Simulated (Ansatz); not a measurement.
BeO (P6_3mc), PBE, rigid bands in Ansatz (a program for electronic structure): N_v = 1.12e20 cm⁻³ at 300 K and a hole conductivity mass of 1.14 mₑ along z (a = (2.69, 0.00, 0.00) Å; b = (-1.35, 2.33, 0.00) Å; c = (0.00, 0.00, 4.37) Å).

Question: For 1e17 holes per cm³ at 300 K, place the Fermi level, estimate the Seebeck coefficient of a parabolic band with constant τ, and give mobility and conductivity for τ = 10 fs.

Answer: The level lies k_BT ln(N_v/p) = 0.182 eV above the valence-band maximum. S ≈ +(k_B/e)[ln(N_v/p) + 5/2] = 820 μV/K, against 860 μV/K from the full bands (mean over directions). μ = eτ/m = 15.4 cm²/(V·s) and σ = peμ = 0.247 S/cm. τ is assumed, not computed.

Band transport and this doping are assumed; polarons and phonon drag are left out. Spin-orbit coupling is left out. Geometry: cell and atoms relaxed with PBEsol.
